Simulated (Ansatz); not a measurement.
# CoO: changing the strain (εxx = s)

```xyz
2
Lattice="2.8285 0.0000 0.0000 -1.4142 2.4495 0.0000 0.0000 0.0000 2.7217" Properties=species:S:1:pos:R:3 pbc="T T T"
Co    0.0000    0.0000    1.3609
O     1.4142    0.8165    0.0000
```

Measurements of this composition are mostly on another form, of space group No. 225.

Kept alike: task relaxation of the atoms; functional PBE; k mesh 8 × 8 × 7; occupations fermi-dirac, width 0.05 eV; collinear spin, ferromagnetic start. Program: Ansatz, Ansatz PAW, cutoff 420 eV. The mesh is that of the run's cell of 2 atoms. No spin-orbit coupling.

| s | free energy over the lowest row (meV/atom) |
| --- | --- |
| -0.04 | 12.94 |
| -0.02 | 3.10 |
| -0.01 | ? |
| 0 | 0.00 |
| 0.01 | 0.60 |
| 0.02 | 2.44 |
| 0.04 | 8.99 |

The cell shown is the unstrained one; x, y and z are its Cartesian axes. For a metal such a mesh leaves the last digits unconverged. The runs hold the magnetic state that their start led to, which needn't be the lowest.

Question: Fit the rows shown and predict the run at -0.01.

Answer: A least-squares cubic through the rows shown is free energy = -27217 s³ + 6847 s² - 5.82 s + 0.014 (largest miss 0.021); at s = -0.01 it gives 0.78 meV/atom. The run gave: free energy over the lowest row 0.76 meV/atom.
